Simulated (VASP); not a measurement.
Input of a VASP 6.6.1 run:

File INCAR:

```
ALGO     = Fast           # electronic algorithm
EDIFF    = 1E-6           # SCF threshold, eV
ENCUT    = 520            # plane-wave cutoff, eV
GGA      = PE             # functional
ISIF     = 2              # what is computed and relaxed
ISMEAR   = 0              # smearing method
LASPH    = T              # aspherical terms in the spheres
LCHARG   = T              # write CHGCAR
LELF     = T              # ELF
LREAL    = F              # projectors in reciprocal space
LVHAR    = T            
LWAVE    = F              # write WAVECAR
NBANDS   = 13             # bands
NELM     = 100            # most SCF steps
PREC     = Accurate       # precision mode
SIGMA    = 0.15           # smearing width, eV
```

File KPOINTS:

```
k-points
0
Gamma
  12 12 12
```

Contents of POSCAR:

```
AlCo
1.0
    2.9038977974      0.0828841438      0.0566579329
    0.0828841438      2.9337596159      0.0683609667
    0.0566579329      0.0683609667      2.6378098121
Al Co
1 1
Direct
   -0.0661374879     -0.0130417050      0.0063988235
    0.5661374879      0.5130417050      0.4936011765
```

Potentials or basis: VASP PAW PBE potentials, release 64 (Al, Co).

The run is started by

```sh
$ cat potpaw_PBE.64/Al/POTCAR potpaw_PBE.64/Co/POTCAR > POTCAR
$ mpirun -np 1 vasp_std > vasp.out
```

Question: Estimate the pressure.

Answer: 21.4 GPa.

Question: Predict the largest force.

Answer: 3.168 eV/Å.

Question: Predict the band gap on the k mesh.

Answer: None (metal or under the smearing width).

Stress tensor (GPa, compression positive):
```
 5.88 -1.26 -6.90
-1.26 20.96 -9.35
-6.90 -9.35 37.46
```

Caveat: so large a pressure means that the cell lies far from this level's equilibrium, or that cutoff or potentials fall short; forces of over 1 eV/Å show positions far from the minimum, so gaps and moduli don't describe the material at rest. Spin polarisation is off, so any magnetic state and its effect on volume and gap are missing.
